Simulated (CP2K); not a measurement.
Crystal: TiO2.

```
CELL_PARAMETERS angstrom
4.81270 0.00000 0.00000
0.00000 4.87188 0.00000
-0.86289 0.00000 4.96659
ATOMIC_POSITIONS crystal
Ti 0.27744 0.05281 0.21315
Ti 0.72256 0.55281 0.28685
Ti 0.72256 0.94719 0.78685
Ti 0.27744 0.44719 0.71315
O 0.06384 0.17697 0.85156
O 0.93616 0.67697 0.64844
O 0.93616 0.82303 0.14844
O 0.06384 0.32303 0.35156
O 0.44536 0.75763 0.46677
O 0.55464 0.25763 0.03323
O 0.55464 0.24237 0.53323
O 0.44536 0.74237 0.96677
```

The cell comes from a database or a generator and needn't be the stable form of this composition.

Base run:

* Program: CP2K 2026.2
* Functional: PBEsol
* Potentials or basis: POTENTIAL_UZH Ti GTH-PBE-q12, O GTH-PBE-q6; DZVP-MOLOPT-PBE-GTH basis
* Density cutoff: 11565 eV
* k mesh: 5 × 4 × 4
* Occupations: fermi-dirac, width 0.05 eV
* Spin: no spin polarisation

Its results: band gap on the k mesh 2.27 eV, indirect (least direct gap 2.32 eV); pressure -1.7 GPa; largest force 0.139 eV/Å.

**Question.** After a change of settings the same cell gave: band gap on the k mesh 2.30 eV, indirect (least direct gap 2.35 eV); pressure 5.4 GPa; largest force 0.132 eV/Å. Which change was it?
A. functional from PBEsol to HLE16
B. functional from PBEsol to AM05
C. functional from PBEsol to PBE
D. functional from PBEsol to LDA

**Answer.** C.

PBE binds less tightly than PBEsol, so the same cell stands under more pressure.

Caveats: an odd mesh through Γ misses points on the zone boundary, where band edges often lie; the basis of atomic orbitals isn't converged, which shifts pressures, moduli and gaps; the potentials were made for another functional, which shifts forces and pressure (some runs).
